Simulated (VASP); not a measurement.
```
NaBr
1.0
    0.00000     2.98500     2.98500
    2.98500     0.00000     2.98500
    2.98500     2.98500     0.00000
Na Br
1 1
Direct
  0.00000   0.00000   0.00000
  0.50000   0.50000   0.50000
```

All values below come from PBEsol GGA, VASP's PBE PAW potentials (set 64) (plane waves; VASP). Numerical set-up: 520 eV cut-off, 7×7×7 Γ-centred mesh, Gaussian smearing of 0.050 eV, potentials Na_pv Br.

**Question.** The ions, cell shape and volume are relaxed. Give the cell that the relaxation ends in.

**Answer.** 
```
NaBr
1.0
    0.00000     2.96652     2.96652
    2.96652     0.00000     2.96652
    2.96652     2.96652     0.00000
Na Br
1 1
Cartesian
  0.00000   0.00000   0.00000
  2.96652   2.96652   2.96652
```
Space group Fm-3m (225), at a tolerance of 0.03 Å.

**Question.** How do energy and volume change from the first to the last step?

**Answer.** The energy (σ→0) changes by -0.7 meV/atom and the volume by -1.8 %, in 3 ionic steps.

```
step  E(σ→0) (eV)  max force (eV/Å)  pressure (GPa)  volume (Å³)
----  -----------  ----------------  --------------  -----------
1         -6.3739             0.000           -0.40        53.19
2         -6.3748             0.000           -0.21        52.69
3         -6.3752             0.000           -0.02        52.21
```

The compound is NaBr in the rock salt structure. This run relaxes it. Symmetry was kept, so distortions that lower it aren't found.
